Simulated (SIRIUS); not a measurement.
## ZrN in SIRIUS: convergence with lmax of the augmentation

Input of the first run (lmax of the augmentation 4); the others differ in this setting and in those tied to it:

Contents of sirius.json:

```json
{
  "control": {
    "processing_unit": "cpu",
    "std_evp_solver_name": "lapack",
    "gen_evp_solver_name": "lapack",
    "verbosity": 2,
    "print_forces": true,
    "ortho_rf": true,
    "use_second_variation": true,
    "rmt_max": 3.0,
    "num_bands_to_print": 18,
    "save_wf": true
  },
  "parameters": {
    "electronic_structure_method": "full_potential_lapwlo",
    "xc_functionals": ["XC_GGA_X_PBE_SOL", "XC_GGA_C_PBE_SOL"],
    "core_relativity": "dirac",
    "valence_relativity": "iora",
    "num_fv_states": 18,
    "smearing": "fermi_dirac",
    "smearing_width": 0.0018374661,
    "pw_cutoff": 23,
    "gk_cutoff": 4.38,
    "lmax_apw": 4,
    "lmax_rho": 8,
    "lmax_pot": 8,
    "num_mag_dims": 0,
    "auto_rmt": 0,
    "ngridk": [10, 10, 10],
    "shiftk": [0, 0, 0],
    "num_dft_iter": 80,
    "energy_tol": 1e-07,
    "density_tol": 1e-05,
    "use_symmetry": true
  },
  "settings": {"tol_ne": 1e-10},
  "iterative_solver": {"type": "exact"},
  "mixer": {"type": "anderson", "beta": 0.5, "max_history": 8},
  "unit_cell": {
    "lattice_vectors": [[0.0, 4.3463700866, 4.3463700866], [4.3463700866, 0.0, 4.3463700866], [4.3463700866, 4.3463700866, 0.0]],
    "atom_types": ["N", "Zr"],
    "atom_files": {"N": "N.json", "Zr": "Zr.json"},
    "atoms": {"N": [[0.0, 0.0, 0.0]], "Zr": [[0.5, 0.5, 0.5]]}
  }
}
```

N.json

```json
{
  "name": "nitrogen",
  "symbol": "N",
  "number": 7,
  "mass": 14.0067,
  "rmin": 1e-06,
  "rmt": 1.6,
  "nrmt": 800,
  "rinf": 13.03,
  "core": "1s",
  "valence": [
    {"basis": [{"enu": 0.24, "dme": 0, "n": 0, "auto": 0}, {"enu": 0.24, "dme": 1, "n": 0, "auto": 0}]},
    {"l": 0, "n": 1, "basis": [{"enu": 0.1848, "dme": 0, "n": 0, "auto": 0}]},
    {"l": 1, "n": 2, "basis": [{"enu": 0.34, "dme": 0, "n": 0, "auto": 0}]},
    {"l": 2, "n": 3, "basis": [{"enu": 0.34, "dme": 0, "n": 0, "auto": 0}]},
    {"l": 3, "n": 4, "basis": [{"enu": 0.34, "dme": 0, "n": 0, "auto": 0}]}
  ],
  "lo": [
    {
      "l": 0,
      "basis": [{"enu": 0.1848, "dme": 0, "n": 0, "auto": 0}, {"enu": 0.1848, "dme": 1, "n": 0, "auto": 0}]
    },
    {
      "l": 0,
      "basis": [{"enu": 0.1848, "dme": 1, "n": 0, "auto": 0}, {"enu": 0.1848, "dme": 2, "n": 0, "auto": 0}]
    },
    {
      "l": 0,
      "basis": [{"enu": 0.1848, "dme": 0, "n": 0, "auto": 0}, {"enu": 4.8722, "dme": 0, "n": 0, "auto": 0}]
    },
    {"l": 1, "basis": [{"enu": 0.34, "dme": 0, "n": 0, "auto": 0}, {"enu": 0.34, "dme": 1, "n": 0, "auto": 0}]},
    {"l": 1, "basis": [{"enu": 0.34, "dme": 1, "n": 0, "auto": 0}, {"enu": 0.34, "dme": 2, "n": 0, "auto": 0}]},
    {"l": 1, "basis": [{"enu": 0.34, "dme": 0, "n": 0, "auto": 0}, {"enu": 5.7306, "dme": 0, "n": 0, "auto": 0}]},
    {"l": 2, "basis": [{"enu": 0.34, "dme": 0, "n": 0, "auto": 0}, {"enu": 0.34, "dme": 1, "n": 0, "auto": 0}]},
    {"l": 2, "basis": [{"enu": 0.34, "dme": 1, "n": 0, "auto": 0}, {"enu": 0.34, "dme": 2, "n": 0, "auto": 0}]},
    {"l": 2, "basis": [{"enu": 0.34, "dme": 0, "n": 0, "auto": 0}, {"enu": 6.4337, "dme": 0, "n": 0, "auto": 0}]},
    {"l": 3, "basis": [{"enu": 0.34, "dme": 0, "n": 0, "auto": 0}, {"enu": 0.34, "dme": 1, "n": 0, "auto": 0}]}
  ],
  "free_atom": [... radial grid and density of the free atom, the start of the SCF ...]
}
```

Zr.json

```json
{
  "name": "zirconium",
  "symbol": "Zr",
  "number": 40,
  "mass": 91.224,
  "rmin": 1e-06,
  "rmt": 2.54,
  "nrmt": 800,
  "rinf": 17.42,
  "core": "1s2s2p3s3p3d",
  "valence": [
    {"basis": [{"enu": 0.24, "dme": 0, "n": 0, "auto": 0}, {"enu": 0.24, "dme": 1, "n": 0, "auto": 0}]},
    {"l": 0, "n": 1, "basis": [{"enu": 0.34, "dme": 0, "n": 0, "auto": 0}]},
    {"l": 1, "n": 2, "basis": [{"enu": 0.34, "dme": 0, "n": 0, "auto": 0}]},
    {"l": 2, "n": 3, "basis": [{"enu": 0.34, "dme": 0, "n": 0, "auto": 0}]},
    {"l": 3, "n": 4, "basis": [{"enu": 0.34, "dme": 0, "n": 0, "auto": 0}]}
  ],
  "lo": [
    {"l": 0, "basis": [{"enu": 0.34, "dme": 0, "n": 0, "auto": 0}, {"enu": 0.34, "dme": 1, "n": 0, "auto": 0}]},
    {
      "l": 0,
      "basis": [{"enu": -1.5212, "dme": 0, "n": 4, "auto": 1}, {"enu": -1.5212, "dme": 1, "n": 4, "auto": 1}]
    },
    {
      "l": 0,
      "basis": [{"enu": -1.5212, "dme": 1, "n": 4, "auto": 1}, {"enu": 0.34, "dme": 0, "n": 0, "auto": 0}]
    },
    {"l": 0, "basis": [{"enu": 0.34, "dme": 0, "n": 0, "auto": 0}, {"enu": 2.82, "dme": 0, "n": 0, "auto": 0}]},
    {"l": 1, "basis": [{"enu": 0.34, "dme": 0, "n": 0, "auto": 0}, {"enu": 0.34, "dme": 1, "n": 0, "auto": 0}]},
    {
      "l": 1,
      "basis": [{"enu": -0.7159, "dme": 0, "n": 4, "auto": 1}, {"enu": -0.7159, "dme": 1, "n": 4, "auto": 1}]
    },
    {
      "l": 1,
      "basis": [{"enu": -0.7159, "dme": 1, "n": 4, "auto": 1}, {"enu": 0.34, "dme": 0, "n": 0, "auto": 0}]
    },
    {"l": 1, "basis": [{"enu": 0.34, "dme": 0, "n": 0, "auto": 0}, {"enu": 3.192, "dme": 0, "n": 0, "auto": 0}]},
    {"l": 2, "basis": [{"enu": 0.34, "dme": 0, "n": 0, "auto": 0}, {"enu": 0.34, "dme": 1, "n": 0, "auto": 0}]},
    {"l": 2, "basis": [{"enu": 0.34, "dme": 1, "n": 0, "auto": 0}, {"enu": 0.34, "dme": 2, "n": 0, "auto": 0}]},
    {"l": 2, "basis": [{"enu": 0.34, "dme": 0, "n": 0, "auto": 0}, {"enu": 2.758, "dme": 0, "n": 0, "auto": 0}]},
    {"l": 3, "basis": [{"enu": 0.34, "dme": 0, "n": 0, "auto": 0}, {"enu": 0.34, "dme": 1, "n": 0, "auto": 0}]},
    {"l": 3, "basis": [{"enu": 0.34, "dme": 0, "n": 0, "auto": 0}, {"enu": 3.037, "dme": 0, "n": 0, "auto": 0}]}
  ],
  "free_atom": [... radial grid and density of the free atom, the start of the SCF ...]
}
```

sirius_start.json

```json
{
  "control": {
    "processing_unit": "cpu",
    "std_evp_solver_name": "lapack",
    "gen_evp_solver_name": "lapack",
    "verbosity": 1,
    "print_forces": false,
    "ortho_rf": true,
    "use_second_variation": true,
    "rmt_max": 3.0,
    "num_bands_to_print": 18,
    "save_wf": false
  },
  "parameters": {
    "electronic_structure_method": "full_potential_lapwlo",
    "xc_functionals": ["XC_LDA_X", "XC_LDA_C_PW"],
    "core_relativity": "dirac",
    "valence_relativity": "iora",
    "num_fv_states": 18,
    "smearing": "fermi_dirac",
    "smearing_width": 0.0055123983,
    "pw_cutoff": 23,
    "gk_cutoff": 3.5,
    "lmax_apw": 4,
    "lmax_rho": 8,
    "lmax_pot": 8,
    "num_mag_dims": 0,
    "auto_rmt": 0,
    "ngridk": [4, 4, 4],
    "shiftk": [0, 0, 0],
    "num_dft_iter": 30,
    "energy_tol": 0.01,
    "density_tol": 0.05,
    "use_symmetry": true
  },
  "settings": {"tol_ne": 1e-10},
  "iterative_solver": {"type": "exact"},
  "mixer": {"type": "anderson", "beta": 0.5, "max_history": 8},
  "unit_cell": {
    "lattice_vectors": [[0.0, 4.3463700866, 4.3463700866], [4.3463700866, 0.0, 4.3463700866], [4.3463700866, 4.3463700866, 0.0]],
    "atom_types": ["N", "Zr"],
    "atom_files": {"N": "N.json", "Zr": "Zr.json"},
    "atoms": {"N": [[0.0, 0.0, 0.0]], "Zr": [[0.5, 0.5, 0.5]]}
  }
}
```

Potentials or basis: all-electron FP-LAPW, apw+lo standard.

The run is started by

```sh
$ OMP_NUM_THREADS=1 sirius.scf --input=sirius_start.json --output=start.json
$ OMP_NUM_THREADS=1 sirius.scf --input=sirius.json --output=output.json --task=1
```

Hardware: 1 thread of Arm Neoverse V1, on a shared host.

```csv
lmax of the augmentation,"energy less the tightest run, at zero smearing (meV/atom)",SCF cycles,CPU time (s),peak memory (GiB)
4,-775.69,7,47,0.3
5,-272.98,7,42,0.32
6,-98.98,7,45,0.34
8,-12.44,7,54,0.39
10,-2.43,7,61,0.46
12,-0.25,7,76,0.54
14,0.00,7,91,0.66
```

Against the tightest run, the energy stays within 1 meV/atom from 12 on. The tightest run that finished is the yardstick and may itself not be fully converged.
